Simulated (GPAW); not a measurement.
Here is a GPAW 26.7.0 calculation.

Contents of run.py:

```python
from ase import Atoms
from ase.filters import FrechetCellFilter
from ase.io import write
from ase.optimize import BFGS
from gpaw import GPAW, PW, setup_paths

setup_paths.insert(0, '.')

atoms = Atoms(['Hf', 'Hf'],
              cell=[[3.1967, 0.0, 0.0],
                    [-1.59835, 2.7684234083, 0.0],
                    [0.0, 0.0, 5.0578]],
              scaled_positions=[[0.6666666667, 0.3333333333, 0.75],
                                [0.3333333333, 0.6666666667, 0.25]],
              pbc=True)

calc = GPAW(mode=PW(600),
            xc='PBEsol',
            kpts={'size': (8, 8, 5), 'gamma': True},
            occupations={'name': 'fermi-dirac', 'width': 0.05},
            nbands=24,
            convergence={'density': 1e-05, 'forces': 0.0001},
            maxiter=150,
            txt='gpaw.txt')
atoms.calc = calc
opt = BFGS(FrechetCellFilter(atoms), trajectory='relax.traj', logfile='-')
done = opt.run(fmax=0.02, steps=60)
calc.write('gs.gpw')
write('result.traj', atoms)
print('Converged:', done)
print('Cell:', atoms.cell.cellpar().round(4))
print('Volume:', round(atoms.get_volume(), 4))
print(atoms.get_scaled_positions().round(5))
```

Potentials or basis: PAW data sets generated in the run's folder for this functional, pw.

Command:

```bash
$ gpaw-setup -f PBEsol Hf
$ OMP_NUM_THREADS=1 python run.py
```

(1) Predict the band gap on the k mesh.

(2) What does it give for the space group after relaxing (to 0.05 Å)?

(3) Estimate the relaxed volume.

Results:

(1) none (metal or under the smearing width).

(2) P6_3/mmc (No. 194).

(3) 21.72 Å³/atom.

Caveat: later steps reuse the first step's grids.
